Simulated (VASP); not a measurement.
**ZnS: band structure with r2SCAN**

**Measured values to compare with.**

From “Electronic, vibrational, and thermodynamic properties of ZnS (zincblende and rocksalt structure)”, 2009, arxiv:0911.5022, for a bulk crystal of ZnS at 19 K: band gap 3.85 eV (direct).

ZnS:

```xyz
2
Lattice="0.0000 2.6803 2.6803 2.6803 0.0000 2.6803 2.6803 2.6803 0.0000" Properties=species:S:1:pos:R:3 pbc="T T T"
Zn    1.3402    1.3402    1.3402
S     0.0000    0.0000    0.0000
```

```json
{
  "Program": "VASP 6.6.1",
  "Task": "band structure",
  "Functional": "r2SCAN",
  "Potentials or basis": "VASP PAW PBE potentials, release 64 (Zn, S)",
  "Cutoff": "520 eV",
  "k mesh": "10 × 10 × 10",
  "Occupations": "gaussian, width 0.03 eV",
  "Spin": "no spin polarisation",
  "Further INCAR settings": "ALGO = Normal; EDIFF = 1e-07; NBANDS = 16"
}
```

```json
{
 "Pressure": "1.3 GPa",
 "Band gap on the k mesh": "2.79 eV, direct",
 "Band gap along the path": "2.79 eV, direct"
}
```

Levels at the corners of the path, in eV from the valence-band top:
| point | band 7 | band 8 | band 9 | band 10 | band 11 | band 12 |
| --- | --- | --- | --- | --- | --- | --- |
| Γ | 0.00 | 0.00 | 0.00 | 2.79 | 6.88 | 6.88 |
| X | -4.71 | -2.37 | -2.37 | 3.67 | 4.48 | 11.95 |
| X | -4.71 | -2.37 | -2.37 | 3.67 | 4.48 | 11.95 |
| W | -4.76 | -2.93 | -2.88 | 6.04 | 6.71 | 8.53 |
| W | -4.76 | -2.93 | -2.88 | 6.04 | 6.71 | 8.53 |
| K | -4.80 | -3.30 | -1.93 | 4.49 | 6.50 | 10.05 |
| K | -4.80 | -3.30 | -1.93 | 4.49 | 6.50 | 10.05 |
| Γ | 0.00 | 0.00 | 0.00 | 2.79 | 6.88 | 6.88 |
| Γ | 0.00 | 0.00 | 0.00 | 2.79 | 6.88 | 6.88 |
| L | -5.56 | -0.92 | -0.92 | 3.86 | 7.38 | 7.38 |
| L | -5.56 | -0.92 | -0.92 | 3.86 | 7.38 | 7.38 |
| U | -4.80 | -3.30 | -1.93 | 4.49 | 6.50 | 10.05 |
| U | -4.80 | -3.30 | -1.93 | 4.49 | 6.50 | 10.05 |
| W | -4.76 | -2.93 | -2.88 | 6.04 | 6.71 | 8.53 |
| W | -4.76 | -2.93 | -2.88 | 6.04 | 6.71 | 8.53 |
| L | -5.56 | -0.92 | -0.92 | 3.86 | 7.38 | 7.38 |
| L | -5.56 | -0.92 | -0.92 | 3.86 | 7.38 | 7.38 |
| K | -4.80 | -3.30 | -1.93 | 4.49 | 6.50 | 10.05 |
| U | -4.80 | -3.30 | -1.93 | 4.49 | 6.50 | 10.05 |
| X | -4.71 | -2.37 | -2.37 | 3.67 | 4.48 | 11.95 |

Wall time 4.2 min on 1 thread of AMD EPYC 9R45 (Zen 5) (shared host), peak memory 0.16 GiB.

Against the measured gap of ZnS, 3.85 eV (direct; 19 K; quoted in “Electronic, vibrational, and thermodynamic properties of ZnS (zincblende and rocksalt structure)”, 2009, arxiv:0911.5022), the calculated 2.79 eV is off by -1.06 eV. The value is that of r2SCAN, without temperature or zero-point motion.

Caveat: the PAW data sets were made with another functional, which shifts forces and pressure a little.
